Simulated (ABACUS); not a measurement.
**MgO under changes of volume**

One of the cells (9.221 Å³/atom); the others are scaled copies at fixed shape and fractional positions:

```xyz
2
Lattice="0.0000 2.0970 2.0970 2.0970 0.0000 2.0970 2.0970 2.0970 0.0000" Properties=species:S:1:pos:R:3 pbc="T T T"
Mg    0.0000    0.0000    0.0000
O     2.0970    2.0970    2.0970
```

The cell is a database's computed one.

| Property | Result |
| --- | --- |
| Program | ABACUS 3.10.1 |
| Functional | PBE |
| Potentials or basis | PseudoDojo NC SR 0.4.1 PBE standard |
| Cutoff | 1143 eV |
| Density cutoff | 4572 eV |
| Basis | plane waves |
| k mesh | 11 × 11 × 11 |
| Occupations | fermi-dirac, width 0.05 eV |
| Spin | no spin polarisation |

```csv
volume (Å³/atom),energy over the lowest point (meV/atom),pressure (GPa),gap on the mesh (eV)
8.668,51.83,19.1,5.54
8.853,32.44,14.5,5.31
9.037,18.02,10.5,5.10
9.221,?,?,?
9.406,2.20,3.4,4.70
9.590,0.00,0.3,4.51
9.775,1.14,-2.4,4.34
```

Q: What does the run at 9.221 Å³/atom give?

A: Energy over the lowest point 8.07 meV/atom; pressure 6.7 GPa; gap on the mesh 4.89 eV.

Worked out: A Birch-Murnaghan fit of order 3 (a polynomial in V^(-2/3)) to the other rows has its minimum at 9.62 Å³/atom with B0 = V·E''(V) = 149 GPa and B' = 4.0. It gives 8.11 meV/atom at 9.221 Å³/atom, against the run's 8.07, and -dE/dV = 6.8 GPa, against 6.7. A straight line through the other rows of the gap, of slope -9.99 eV per unit of ln V (its deformation potential), gives 4.91 eV, against the run's 4.89.

Energies are extrapolated to zero smearing.
